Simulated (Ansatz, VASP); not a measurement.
## Two plane-wave programs on CdSe

File INCAR:

```
  PREC = Accurate
  ENCUT = 600
  EDIFF = 1E-6
  ISMEAR = 0
  SIGMA = 0.01
  LREAL = F
  LASPH = T
  NELM = 100
  ALGO = Normal
  ISIF = 3
  LWAVE = F
  LCHARG = F
  GGA = CA
  IBRION = 2
  NSW = 100
  EDIFFG = -0.002
```

KPOINTS

```
regular mesh
0
Gamma
  10 10 10
```

POSCAR

```
CdSe
1.0
    0.0000000000      3.0702711986      3.0702711986
    3.0702711986      0.0000000000      3.0702711986
    3.0702711986      3.0702711986      0.0000000000
Cd Se
1 1
Direct
    0.0000000000      0.0000000000      0.0000000000
    0.7500000000      0.7500000000      0.7500000000
```

Input for Ansatz:

```yaml
crystal:
  lattice:
    - [0.0, 3.0702711986, 3.0702711986]
    - [3.0702711986, 0.0, 3.0702711986]
    - [3.0702711986, 3.0702711986, 0.0]
  atoms:
    - { symbol: Cd, position: [0.0, 0.0, 0.0] }
    - { symbol: Se, position: [0.75, 0.75, 0.75] }
basis:
  ecutwfc: 420
kpoints:
  mp_grid: { grid: [10, 10, 10] }
hamiltonian:
  xc: lda
scf:
  occupations: { method: gaussian, width: 0.01 }
output:
  forces: true
  stress: true
  eigenvalues: true
  write_density: true
  write_potential: true
  elf: true
  volumetric_format: npy
relax:
  adjacent_minimum: "off"
  f_tol: 0.002
  max_steps: 80
  cell: { stress_tol: 0.02 }
```

Measurements of this composition are mostly on another form, of space group No. 186.

Alike in both runs: task relaxation of cell and atoms; functional LDA; k mesh 10 × 10 × 10; occupations gaussian, width 0.01 eV; no spin polarisation.

```csv
,VASP,Ansatz
version,VASP 6.6.1,Ansatz 0.2.0
potentials or method,"VASP PAW LDA potentials, release 64 (Cd, Se)","scalar-relativistic, plane waves, PAW"
plane-wave cutoff (eV),600,420
valence electrons in the cell,18,36
```

```tsv
	VASP	Ansatz	Ansatz less VASP
gap on the k mesh at the Fermi level, each at its own relaxed structure (eV)	0.42	0.40	-0.019
relaxed volume (Å³/atom)	27.31	27.11	-0.205
relaxed cell length with the largest relative difference (Å)	4.259	4.248	-0.0107
energy change over the relaxation (meV/atom)	-16	-20	-4.1
```

The two sets of potentials don't hold the same shells in valence.

A hybrid or GW would open this gap; LDA tends to underestimate it.
